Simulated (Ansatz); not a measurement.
# Mn (sc type): how the settings move a single-point run

How sensitive is a single-point run of Mn (sc type) to its settings? A reference run comes first, then one run with altered input.

Method: reference: DFT, PBE, norm-conserving pseudopotentials, Ansatz's default files, scalar-relativistic, in Ansatz 0.2.0.

1 further run of the same task is left out (it didn't finish).

### Step 1. The starting structure

The structure is cubic, space group Pm-3m (No. 221). The conventional cell has a = 2.287 Å, b = 2.287 Å, c = 2.287 Å, α = 90.00°, β = 90.00°, γ = 90.00°. Mn (site symmetry m-3m) is surrounded by 6 Mn at 2.29 Å.

Coordinates:

```
CELL_PARAMETERS angstrom
2.28721 0.00000 0.00000
0.00000 2.28721 0.00000
0.00000 0.00000 2.28721
ATOMIC_POSITIONS crystal
Mn 0.00000 0.00000 0.00000
```

### Step 2. The reference run

Contents of input.yaml:

```yaml
crystal:
  lattice:
    - [2.2872117664, 0.0, 0.0]
    - [0.0, 2.2872117664, 0.0]
    - [0.0, 0.0, 2.2872117664]
  atoms:
    - { symbol: Mn, position: [0.0, 0.0, 0.0], spin: 3.0 }
magnetization:
  spin_polarized: true
kpoints:
  mp_grid: { grid: [16, 16, 16] }
scf:
  occupations: { method: fermi_dirac, width: 0.1 }
hamiltonian:
  xc: pbe
  pseudopotentials: { kind: nc }
output:
  forces: true
  stress: true
  eigenvalues: true
```

Started as:

```sh
$ ansatz run input.yaml --threads 1 --pin off --max-ram 3072MiB --backend cpu --events-out ev --progress --plain --runs-dir out
```

### Step 3. Changed: dr2_threshold 1.0e-09

input.yaml, as its differences from that of step 2:

```diff
@@ -11,4 +11,16 @@
   mp_grid: { grid: [16, 16, 16] }
+  band_path:
+    path:
+      - [0.0, 0.0, 0.0]
+      - [0.0, 0.5, 0.0]
+      - [0.5, 0.5, 0.0]
+      - [0.0, 0.0, 0.0]
+      - [0.5, 0.5, 0.5]
+      - [0.0, 0.5, 0.0]
+      - [0.5, 0.5, 0.5]
+      - [0.5, 0.5, 0.0]
+    npoints: 8
 scf:
   occupations: { method: fermi_dirac, width: 0.1 }
+  convergence: { dr2_threshold: 1.0e-09 }
 hamiltonian:
@@ -20 +32,2 @@
   eigenvalues: true
+  populations: true
```

What does the calculation give? Wanted: for each run, ending; energy change; pressure; abs. moment; force.

**Answer**, as computed:

```
                     run     ending  energy change  pressure (GPa)  abs. moment (μB)  force (eV/Å)  cycles  time
               reference  converged              0            -0.1              0.37          0.00      17  14 s
1: dr2_threshold 1.0e-09  converged   0.0 meV/atom            -0.1              0.37          0.00      17  24 s
```

Times don't compare one to one where runs were asked for different outputs or read a saved state (see the inputs); cycles may leave out searches for a lower state.

Residual by cycle in the longest SCF loop of each run; runs are numbered as in the table. The quantity is the density residual dr2, in eV.

```
cycle  reference    run 1
    1      0.102    0.102
    2     0.0481   0.0481
    4    0.00419  0.00419
    5     0.0533   0.0533
    7    0.00209  0.00209
    8     4.0e-4   4.0e-4
   10     1.9e-4   1.9e-4
   11     7.9e-4   7.9e-4
   13     2.2e-6   2.2e-6
   14     3.2e-7   3.2e-7
   16     4.7e-9   4.6e-9
   17    2.4e-11  4.6e-11
```

What this shows: Energy and cycle count are those of the reference, so the change (convergence setting) left the result and the number of cycles as they were.
